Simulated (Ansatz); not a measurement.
Runs of Ansatz 0.2.0 on In. Symmetry: I4/mmm, No. 139, tetragonal system. The conventional cell has a = 3.251 Å, b = 3.251 Å, c = 4.947 Å, α = 90.00°, β = 90.00°, γ = 90.00°. In (site symmetry 4/mmm) is surrounded by 12 In at 3.25 to 3.38 Å. 

```csv
task,level,cell,k mesh,smearing,gap on the mesh (eV),pressure (GPa),relaxed volume (Å³/atom)
relaxation of cell and atoms,RPBE+D4,relaxed,11 × 11 × 11,fermi-dirac 0.05 eV,none,0.0,(b)
single point,PBE,as given,11 × 11 × 11,gaussian 0.027 eV,none,2.0,-
phonons,LDA,as given,8 × 8 × 8,fermi-dirac 0.05 eV,none,-,-
relaxation of cell and atoms,revPBE+D3(BJ),relaxed,11 × 11 × 11,fermi-dirac 0.05 eV,none,0.0,25.68
single point,PBE,as given,11 × 11 × 11,gaussian 0.028 eV,none,2.0,-
relaxation of cell and atoms,BLYP+D3(BJ),relaxed,11 × 11 × 11,fermi-dirac 0.05 eV,none,0.0,26.98
relaxation of cell and atoms,BLYP+D4,relaxed,11 × 11 × 11,fermi-dirac 0.05 eV,none,0.0,(a)
relaxation of cell and atoms,PBEsol+D4,relaxed,11 × 11 × 11,fermi-dirac 0.05 eV,none,0.0,24.82
```

Alike in all rows: potentials or basis Ansatz PAW; no spin polarisation; cutoff (eV) 420.

Fill in the values left out.

(a) 27.79; (b) 26.23.

Caveats: the PAW data sets come from PBE, with cores solved anew for the run's functional, which leaves a small shift of forces and pressure (some runs); the plane-wave basis is chosen anew once the cell has moved, so the energies of steps on either side of that aren't comparable (some runs); pairwise dispersion overbinds metals, which lowers pressure and volume (some runs).

A k mesh can miss the band edges, and the runs leave out spin-orbit coupling on In.

A gap of «none» marks a metal or a gap under the smearing width.
